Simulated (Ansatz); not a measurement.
A relaxation computed with Ansatz, from input to last step.

```yaml
crystal:
  lattice:
    - [5.4518852871, 0.0, 0.0]
    - [-2.7259426436, 4.7214711572, 0.0]
    - [0.0, 0.0, 4.3685348332]
  atoms:
    - { symbol: Ti, position: [0.3433803339, 0.1716901669, 0.75] }
    - { symbol: Ti, position: [0.8283098331, 0.1716901669, 0.75] }
    - { symbol: Ti, position: [0.8283098331, 0.6566196661, 0.75] }
    - { symbol: Ti, position: [0.6566196661, 0.8283098331, 0.25] }
    - { symbol: Ti, position: [0.1716901669, 0.8283098331, 0.25] }
    - { symbol: Ti, position: [0.1716901669, 0.3433803339, 0.25] }
    - { symbol: Si, position: [0.3333333333, 0.6666666667, 0.75] }
    - { symbol: Si, position: [0.6666666667, 0.3333333333, 0.25] }
basis:
  ecutwfc: 500
kpoints:
  mp_grid: { grid: [6, 6, 8] }
hamiltonian:
  xc: r2scan
scf:
  occupations: { method: gaussian, width: 0.1 }
output:
  forces: true
  stress: true
  eigenvalues: true
relax:
  adjacent_minimum: "off"
  f_tol: 0.01
  max_steps: 30
  cell: { stress_tol: 0.1, fix: [volume] }
```

```bash
ansatz run input.yaml --threads 2 --pin off --max-ram 5120MiB --backend cpu --events-out ev --progress --plain --runs-dir out
```

Theory: DFT r2SCAN, scalar-relativistic, plane waves, PAW in Ansatz.

The volume is held at 0.91 times that of the relaxed cell.

Of 3 frames 2 are shown, positions in Å and forces in eV/Å; the SCF threshold varies from step to step. Steps run on the plane waves of an earlier cell, with a Pulay correction in the pressure. The basis is chosen afresh for the last frame, the zero of the energies, and at times for earlier ones too; energy and pressure can step there, also at an unchanged geometry. Where two frames share a geometry here, they differ by under 2 meV/atom and 0.3 GPa.

```xyz
8
Lattice="5.4519 0.0000 0.0000 -2.7259 4.7215 0.0000 0.0000 0.0000 4.3685" Properties=species:S:1:pos:R:3:forces:R:3 pbc="T T T" step=1 free_energy_over_end_meV_per_atom=0.01 pressure_GPa=16.16
Ti    1.4041    0.8106    3.2764   -0.0017   -0.0010    0.0000
Ti    4.0478    0.8106    3.2764    0.0017   -0.0010    0.0000
Ti    2.7259    3.1002    3.2764    0.0000    0.0019    0.0000
Ti    1.3219    3.9108    1.0921    0.0017    0.0010    0.0000
Ti   -1.3219    3.9108    1.0921   -0.0017    0.0010    0.0000
Ti    0.0000    1.6213    1.0921    0.0000   -0.0019    0.0000
Si    0.0000    3.1476    3.2764    0.0000    0.0000    0.0000
Si    2.7259    1.5738    1.0921    0.0000    0.0000    0.0000
8
Lattice="5.4499 0.0000 0.0000 -2.7249 4.7197 0.0000 0.0000 0.0000 4.3718" Properties=species:S:1:pos:R:3:forces:R:3 pbc="T T T" step=3 free_energy_over_end_meV_per_atom=0.00 pressure_GPa=16.16
Ti    1.4033    0.8102    3.2788    0.0002    0.0001    0.0000
Ti    4.0465    0.8102    3.2788   -0.0002    0.0001    0.0000
Ti    2.7249    3.0993    3.2788    0.0000   -0.0002    0.0000
Ti    1.3216    3.9095    1.0929   -0.0002   -0.0001    0.0000
Ti   -1.3216    3.9095    1.0929    0.0002   -0.0001    0.0000
Ti    0.0000    1.6204    1.0929    0.0000    0.0002    0.0000
Si    0.0000    3.1465    3.2788    0.0000    0.0000    0.0000
Si    2.7249    1.5732    1.0929    0.0000    0.0000    0.0000
```

It took 24 s on 2 threads of AMD EPYC 7R43 64-Core Processor (Zen 3), on a shared host, peak memory 0.79 GiB.